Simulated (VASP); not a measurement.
The system is CaSe.

```xyz
2
Lattice="0.0000 2.9560 2.9560 2.9560 0.0000 2.9560 2.9560 2.9560 0.0000" Properties=species:S:1:pos:R:3 pbc="T T T"
Se    2.9560    2.9560    2.9560
Ca    0.0000    0.0000    0.0000
```

Base run:

```yaml
Program: VASP 6.6.1
Functional: TB-mBJ
Potentials_or_basis: VASP PAW PBE potentials, release 64 (Se, Ca_sv)
Cutoff: 520 eV
k_mesh: 8 × 8 × 8
Occupations: gaussian, width 0.02 eV
Spin: no spin polarisation
```

Its results: band gap on the k mesh 2.86 eV, indirect (least direct gap 3.70 eV).

Task: The run is repeated on the same cell with these changes: functional from TB-mBJ to r2SCAN. What comes out?

Result: Band gap on the k mesh 2.49 eV, indirect (least direct gap 3.44 eV).
